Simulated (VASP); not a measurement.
# S (R-3m) in VASP: notebook

The runs below take S through relaxation of cell and atoms, with r2SCAN, LDA.

All numbers are computed with VASP 6.6.1; they aren't measurements. Logs are shortened: lines on timing, memory, paths and dates and some standing lists are left out, and cuts for length are marked.

### Step 1. The crystal as given

The structure is trigonal, space group R-3m (No. 166). Conventional cell: a = 3.360 Å, b = 3.360 Å, c = 2.717 Å, α = 90.00°, β = 90.00°, γ = 120.00°. Around S (site symmetry -3m) lie 6 S at 2.14 Å.

This isn't the form of S at room conditions, which is orthorhombic, of S8 rings.

### Step 2. Relaxation of cell and atoms, r2SCAN, target pressure 160 GPa, at which the enthalpy is minimised

INCAR

```
  PREC = Accurate
  ENCUT = 600
  EDIFF = 1E-7
  ISMEAR = 1
  SIGMA = 0.1
  LREAL = F
  LASPH = T
  NELM = 80
  ALGO = Normal
  ISIF = 3
  LWAVE = F
  LCHARG = F
  METAGGA = R2SCAN
  LMIXTAU = T
  IBRION = 2
  NSW = 90
  EDIFFG = -0.005
  PSTRESS = 1600.0
```

KPOINTS

```
regular mesh
0
Gamma
  19 19 19
```

POSCAR

```
S                                       
1.0
    1.6799210882      0.9699028925      0.9057350596
   -1.6799210882      0.9699028925      0.9057350596
    0.0000000000     -1.9398057849      0.9057350596
  S             
     1
Direct
     0.0000000000000000    0.0000000000000000    0.0000000000000000
```

Potentials or basis: VASP PAW PBE potentials, release 64 (S).

Run with:

```sh
$ cat potpaw_PBE.64/S/POTCAR > POTCAR
$ mpirun -np 1 vasp_std > vasp.out
```

OUTCAR:

```text
PREC = Accurate
   ENCUT = 600
   EDIFF = 1E-7
   ISMEAR = 1
   LREAL = F
   LASPH = T
   NELM = 80
   ISIF = 3
   METAGGA = R2SCAN
   IBRION = 2
   NSW = 90
   EDIFFG = -0.005
   PSTRESS = 1600.0

 ion  position               nearest neighbor table
   1  0.000  0.000  0.000-

  LATTYP: Found a trigonal (rhomboedric) cell.
 ALAT       =     2.1408415359
 COS(alpha) =    -0.2315121900

  Lattice vectors:

 A1 = (   1.6799210882,   0.9699028925,   0.9057350596)
 A2 = (  -1.6799210882,   0.9699028925,   0.9057350596)
 A3 = (   0.0000000000,  -1.9398057849,   0.9057350596)

Analysis of symmetry for initial positions (statically):
=====================================================================
 Subroutine PRICEL returns:
 Original cell was already a primitive cell.

 Routine SETGRP: Setting up the symmetry group for a
 trigonal (rhombohedral) supercell.

 Subroutine GETGRP returns: Found 12 space group operations
 (whereof 12 operations were pure point group operations)
 out of a pool of 12 trial point group operations.

The static configuration has the point symmetry D_3d.

Analysis of symmetry for dynamics (positions and initial velocities):
=====================================================================
 Subroutine PRICEL returns:
 Original cell was already a primitive cell.

 Routine SETGRP: Setting up the symmetry group for a
 trigonal (rhombohedral) supercell.

 Subroutine GETGRP returns: Found 12 space group operations
 (whereof 12 operations were pure point group operations)
 out of a pool of 12 trial point group operations.

The dynamic configuration has the point symmetry D_3d.

 Subroutine INISYM returns: Found 12 space group operations
 (whereof 12 operations are pure point group operations),
 and found     1 'primitive' translations

----------------------------------------------------------------------------------------

                                     Primitive cell

  volume of cell :       8.8546

  direct lattice vectors                    reciprocal lattice vectors
     1.679921088  0.969902892  0.905735060     0.297633028  0.171838509  0.368025208
    -1.679921088  0.969902892  0.905735060    -0.297633028  0.171838509  0.368025208
     0.000000000 -1.939805785  0.905735060     0.000000000 -0.343677017  0.368025208

  length of vectors
     2.140841536  2.140841536  2.140841536     0.503543887  0.503543887  0.503543887

  position of ions in fractional coordinates (direct lattice)
     0.000000000  0.000000000  0.000000000

  ion indices of the primitive-cell ions
   primitive index   ion index
                 1           1

----------------------------------------------------------------------------------------

 KPOINTS: regular mesh

Automatic generation of k-mesh.
 Grid dimensions read from file:
 generate k-points for:   19   19   19

 Generating k-lattice:

  Cartesian coordinates                     Fractional coordinates (reciprocal lattice)
     0.015664896  0.009044132  0.019369748     0.052631579  0.000000000  0.000000000
    -0.015664896  0.009044132  0.019369748     0.000000000  0.052631579  0.000000000
     0.000000000 -0.018088264  0.019369748     0.000000000  0.000000000  0.052631579

  Length of vectors
     0.026502310  0.026502310  0.026502310

  Shift w.r.t. Gamma in fractional coordinates (k-lattice)
     0.000000000  0.000000000  0.000000000

 Subroutine IBZKPT returns following result:
 ===========================================

 Found    670 irreducible k-points:

 Following reciprocal coordinates:
            Coordinates               Weight
  0.000000  0.000000  0.000000      1.000000
  0.052632  0.000000  0.000000      6.000000
  0.105263  0.000000  0.000000      6.000000
  0.157895  0.000000  0.000000      6.000000
  0.210526 -0.000000  0.000000      6.000000
  0.263158  0.000000  0.000000      6.000000
[... 16 lines left out ...]
 -0.315789  0.052632 -0.000000     12.000000
 -0.263158  0.052632 -0.000000     12.000000
 [... further k-points ...]
   k-points           NKPTS =    670   k-points in BZ     NKDIM =    670   number of bands    NBANDS=      7
   number of dos      NEDOS =    301   number of ions     NIONS =      1
   total plane-waves  NPLWV =   5832
   dimension x,y,z NGX =    18 NGY =   18 NGZ =   18
   dimension x,y,z NGXF=    36 NGYF=   36 NGZF=   36
   ions per type =               1
   NGX,Y,Z   is equivalent  to a cutoff of  13.98, 13.98, 13.98 a.u.
   NGXF,Y,Z  is equivalent  to a cutoff of  27.96, 27.96, 27.96 a.u.
 SYSTEM =  unknown system
   PREC   = accura    normal or accurate (medium, high low for compatibility)
   ISTART =      0    job   : 0-new  1-cont  2-samecut
   ICHARG =      2    charge: 1-file 2-atom 10-const
   ISPIN  =      1    spin polarized calculation?
   LNONCOLLINEAR =      F non collinear calculations
   LSORBIT =      F    spin-orbit coupling
   LASPH  =      T    aspherical Exc in radial PAW
   ENCUT  =  600.0 eV  44.10 Ry    6.64 a.u.   4.28  4.28  4.28*2*pi/ulx,y,z
   NELM   =     80;   NELMIN=  2; NELMDL= -5     # of ELM steps
   EDIFF  = 0.1E-06   stopping-criterion for ELM
   LREAL  =      F    real-space projection
   EDIFFG = -.5E-02   stopping-criterion for IOM
   NSW    =     90    number of steps for IOM
   IBRION =      2    ionic relax: 0-MD 1-quasi-New 2-CG
   NFREE  =      1    steps in history (QN), initial steepest desc. (CG)
   ISIF   =      3    stress and relaxation
   ISYM   =      2    0-nonsym 1-usesym 2-fastsym
   POTIM  = 0.5000    time-step for ionic-motion
   TEBEG  =    0.0;   TEEND  =   0.0 temperature during run
   PSTRESS= 1600.0 pullay stress
   NELECT =       6.0000    total number of electrons
   NUPDOWN=      -1.0000    fix difference up-down
   EMIN   =  10.00;   EMAX   =-10.00  energy-range for DOS
   EFERMI =   0.00;   METHOD = LEGACY
   ISMEAR =     1;   SIGMA  =   0.10  broadening in eV -4-tet -1-fermi 0-gaus
   EFERMI_NEDOS =   21; number of points for ismear=-14 and -15
   IALGO  =     38    algorithm
   IMIX   =      4    mixing-type and parameters
     AMIX     =   0.40;   BMIX     =  1.00
     AMIX_MAG =   1.60;   BMIX_MAG =  1.00
  volume/ion in A,a.u.               =       8.85        59.75
  Fermi-wavevector in a.u.,A,eV,Ry     =   1.437922  2.717279 28.131682  2.067620
  Thomas-Fermi vector in A             =   2.556946
   LORBIT       =      0    0 simple, 1 ext, 2 COOP (PROOUT), +10 PAW based schemes
   METAGGA = R2SCAN    functional components
   LHFCALC =     F    Hartree Fock is set to
   AEXX    =    0.0000 exact exchange contribution
   IVDW    =     0    specifies the selected vdW correction
   LEPSILON=     F    determine dielectric tensor
   LRPA    =     F    only Hartree local field effects (RPA)
 conjugate gradient relaxation of ions
 non-spin polarized calculation
 Methfessel and Paxton  Order N= 1 SIGMA  =   0.10
  energy-cutoff  :      600.00
  volume of cell :        8.85
 maximum number of plane-waves:       307
 NGX is ok and might be reduce to    18
   NGX =  9   NGY =  9   NGZ =  9

--------------------------------------- Ionic step        1  -------------------------------------------

 number of electron       6.0000001 magnetization

 Free energy of the ion-electron system (eV)
  ---------------------------------------------------
  ext. energy  EPLUGINS =         0.00000000
  ---------------------------------------------------
  free energy    TOTEN  =        -4.91331688 eV

  energy without entropy =       -4.91343637  energy(sigma->0) =       -4.91335671

------------------------ aborting loop because EDIFF is reached ----------------------------------------

  FORCE on cell =-STRESS in cart. coord.  units (eV):
  Direction    XX          YY          ZZ          XY          YZ          ZX
  --------------------------------------------------------------------------------------
  -------------------------------------------------------------------------------------
  Total        8.8477425      8.8477425      8.8448168      0.0000000      0.0000000      0.0000000
  in kB     1600.9342289   1600.9342288   1600.4048541      0.0000000      0.0000001      0.0000000
  external PRESSURE =       0.7577706 kB  Pullay stress =    1600.0000000 kB
[... 59 lines left out ...]
  enthalpy is  TOTEN    =         3.9292639881 eV   P V=        8.8479399269

--------------------------------------- Ionic step        3  -------------------------------------------

 number of electron       6.0000001 magnetization

 Free energy of the ion-electron system (eV)
  ---------------------------------------------------
  ext. energy  EPLUGINS =         0.00000000
  ---------------------------------------------------
  free energy    TOTEN  =        -4.91430316 eV

  energy without entropy =       -4.91442261  energy(sigma->0) =       -4.91434298

 E-fermi :  18.8503     XC(G=0): -14.9390

 val. band max:       18.8461365262   @ k =   0.4211   0.1053   0.1053
 cond. band min:      18.8801931102   @ k =   0.4737   0.4211   0.2105
 fundamental gap:      0.0340565840
 Fermi energy:        18.8502803178

 k-point     1 :       0.0000    0.0000    0.0000
  band No.  band energies     occupation
      1      -7.7020      2.00000
      2      22.7493      0.00000
      3      26.2967      0.00000
      4      26.2967      0.00000
      5      26.8932      0.00000
      6      26.8932      0.00000
      7      35.6403      0.00000
[... 221 lines left out ...]
 k-point    24 :      -0.2632    0.0526   -0.0000
  band No.  band energies     occupation
      1      -5.3766      2.00000
      2      12.6814      2.00000
      3      23.4137      0.00000
      4      26.3374      0.00000
      5      27.3841      0.00000
      6      32.3772      0.00000
      7      36.5401      0.00000

 [... further k-points ...]

------------------------ aborting loop because EDIFF is reached ----------------------------------------

  FORCE on cell =-STRESS in cart. coord.  units (eV):
  Direction    XX          YY          ZZ          XY          YZ          ZX
  --------------------------------------------------------------------------------------
  -------------------------------------------------------------------------------------
  Total        8.8388595      8.8388595      8.8426711      0.0000000      0.0000000      0.0000000
  in kB     1599.1494129   1599.1494128   1599.8390275      0.0000000      0.0000001      0.0000000
  external PRESSURE =      -0.6207156 kB  Pullay stress =    1600.0000000 kB
[... 16 lines left out ...]
  FREE ENERGIE OF THE ION-ELECTRON SYSTEM (eV)
  ---------------------------------------------------
  free  energy   TOTEN  =        -4.9143031617 eV

  energy  without entropy=       -4.9144226096  energy(sigma->0) =       -4.91434298

  enthalpy is  TOTEN    =         3.9292576841 eV   P V=        8.8435608458

 reached required accuracy - stopping structural energy minimisation
```

Wall time 3.3 min (1 thread of AMD EPYC 9R45 (Zen 5), shared host); peak memory 0.12 GiB.

Results:

* Free energy: -4.9143 eV
* Relaxed volume: 8.86 Å³/atom
* Relaxed cell: a = 2.141 Å, b = 2.141 Å, c = 2.141 Å, α = 103.39°, β = 103.39°, γ = 103.39°
* Space group after relaxing (to 0.05 Å): R-3m (No. 166)
* Energy change on relaxing (the enthalpy is what falls): -1.0 meV/atom
* Ionic steps: 3
* Pressure after relaxing: 159.9 GPa
* Band gap on the k mesh: none (metal or under the smearing width)

The path:
```
step  energy change (eV)  largest force (eV/Å)  pressure (GPa)  volume (Å³)
   1              0.0000                0.0000          160.08         8.85
   2             -0.0054                0.0000          159.66         8.86
   3             -0.0010                0.0000          159.94         8.86
```

Final structure:
```cif
data_structure
_symmetry_space_group_name_H-M 'P 1'
_symmetry_Int_Tables_number 1
_cell_length_a 2.1409
_cell_length_b 2.1409
_cell_length_c 2.1409
_cell_angle_alpha 103.387
_cell_angle_beta 103.387
_cell_angle_gamma 103.387
_cell_volume 8.86
loop_
_atom_site_label
_atom_site_type_symbol
_atom_site_fract_x
_atom_site_fract_y
_atom_site_fract_z
_atom_site_occupancy
S1 S 0.00000 0.00000 0.00000 1
```

Caveat: the cell is relaxed towards a set pressure, so the enthalpy falls and the energy may rise; the PAW data sets were made with another functional, which shifts forces and pressure a little.

### Step 3. Relaxation of cell and atoms, r2SCAN, target pressure 150 GPa, at which the enthalpy is minimised

This run uses another cell than the first one, of 8.01 Å³/atom, 0.905 times its volume.

INCAR

```
  ALGO = Normal
  EDIFF = 1E-6
  EDIFFG = -0.01
  ENCUT = 600
  IBRION = 2
  ISIF = 3
  ISMEAR = 1
  LASPH = T
  LCHARG = F
  LMIXTAU = T
  LREAL = F
  LWAVE = F
  METAGGA = R2SCAN
  NELM = 80
  NSW = 90
  PREC = Accurate
  PSTRESS = 1500.0
  SIGMA = 0.1
```

KPOINTS

```
k-points
0
Gamma
  19 19 19
```

POSCAR

```
S
1.0
    1.6385000000      0.9459884161      0.8613333333
   -1.6385000000      0.9459884161      0.8613333333
    0.0000000000     -1.8919768321      0.8613333333
S
1
Direct
    0.0000000000      0.0000000000      0.0000000000
```

Potentials or basis: VASP PAW PBE potentials, release 64 (S).

Run with:

```sh
$ cat potpaw_PBE.64/S/POTCAR > POTCAR
$ mpirun -np 1 vasp_std > vasp.out
```

It took 6.8 min on 1 thread of Intel Xeon 6975P-C (Granite Rapids), shared host; peak memory 0.15 GiB.

It converged, with:

```
Free energy                                            : -5.0778 eV
Relaxed volume                                         : 9.03 Å³/atom
Relaxed cell                                           : a = 2.154 Å, b = 2.154 Å, c = 2.154 Å, α = 103.31°, β = 103.31°, γ = 103.31°
Space group after relaxing (to 0.05 Å)                 : R-3m (No. 166)
Energy change on relaxing (the enthalpy is what falls) : -1152.1 meV/atom
Ionic steps                                            : 9
Pressure after relaxing                                : 150.0 GPa
Band gap on the k mesh                                 : none (metal or under the smearing width)
```

Stress tensor (GPa, compression positive):
```
150.02   0.00   0.00
  0.00 150.02   0.00
  0.00   0.00 149.92
```

The path:
| step | energy change (eV) | largest force (eV/Å) | pressure (GPa) | volume (Å³) |
| --- | --- | --- | --- | --- |
| 1 | 0.0000 | 0.0000 | 216.86 | 8.01 |
| 2 | -2.8917 | 0.0000 | 33.75 | 12.54 |
| 3 | -1.2402 | 0.0000 | 142.92 | 9.13 |
| 4 | -1.1300 | 0.0000 | 149.72 | 9.01 |
| 5 | -1.1419 | 0.0000 | 150.65 | 9.01 |
| 6 | -1.1416 | 0.0000 | 150.55 | 9.01 |
| 7 | -1.1417 | 0.0000 | 150.62 | 9.01 |
| 8 | -1.1779 | 0.0000 | 148.47 | 9.05 |
| 9 | -1.1521 | 0.0000 | 149.99 | 9.03 |

Final structure:
```xyz
1
Lattice="1.6891 0.9752 0.9132 -1.6891 0.9752 0.9132 0.0000 -1.9504 0.9132" Properties=species:S:1:pos:R:3 pbc="T T T"
S     0.0000    1.9504    1.8264
```

Levels at points of the mesh, in eV from the Fermi level:
```
           k point  band 1  band 2  band 3  band 4  band 5  band 6
(0.00, 0.00, 0.00)  -26.23    3.73    7.23    7.23    8.05    8.05
```

Caveat: the cell is relaxed towards a set pressure, so the enthalpy falls and the energy may rise; the PAW data sets were made with another functional, which shifts forces and pressure a little. Zero-point motion and thermal expansion aren't in these numbers.

### Step 4. Relaxation of cell and atoms, r2SCAN, target pressure 150 GPa, at which the enthalpy is minimised

This run uses another cell than the first one, of 9.03 Å³/atom, 1.019 times its volume.

Edit INCAR of step 3 so:

```diff
@@ -1,4 +1,4 @@
   ALGO = Normal
-  EDIFF = 1E-6
-  EDIFFG = -0.01
+  EDIFF = 1E-7
+  EDIFFG = -0.005
   ENCUT = 600
```

KPOINTS is that of step 3.

POSCAR

```
S                                       
1.0
    1.6890894200      0.9751962314      0.9132208874
   -1.6890894200      0.9751962314      0.9132208874
    0.0000000000     -1.9503924625      0.9132208874
  S             
     1
Direct
     1.0000000000000000    1.0000000000000000    0.0000000000000000
```

Run with:

```sh
$ cat potpaw_PBE.64/S/POTCAR > POTCAR
$ mpirun -np 1 vasp_std > vasp.out
```

Wall time 1.8 min (1 thread of Intel Xeon 6975P-C (Granite Rapids), shared host); peak memory 0.15 GiB.

It converged, with:

```
Free energy             : -5.0786 eV
Pressure after relaxing : 150.0 GPa
Band gap on the k mesh  : none (metal or under the smearing width)
```

Final structure:
```xyz
1
Lattice="1.6891 0.9752 0.9132 -1.6891 0.9752 0.9132 0.0000 -1.9504 0.9132" Properties=species:S:1:pos:R:3 pbc="T T T"
S     0.0000    0.0000    0.0000
```

Levels at points of the mesh, in eV from the Fermi level:
| k point | band 1 | band 2 | band 3 | band 4 | band 5 | band 6 | band 7 |
| --- | --- | --- | --- | --- | --- | --- | --- |
| (0.00, 0.00, 0.00) | -26.23 | 3.73 | 7.23 | 7.23 | 8.05 | 8.05 | 16.69 |

Caveat: the relaxation stopped at its first step, so nothing moved; the cell is relaxed towards a set pressure, so the enthalpy falls and the energy may rise; the PAW data sets were made with another functional, which shifts forces and pressure a little.

[end of part 1 of 2]
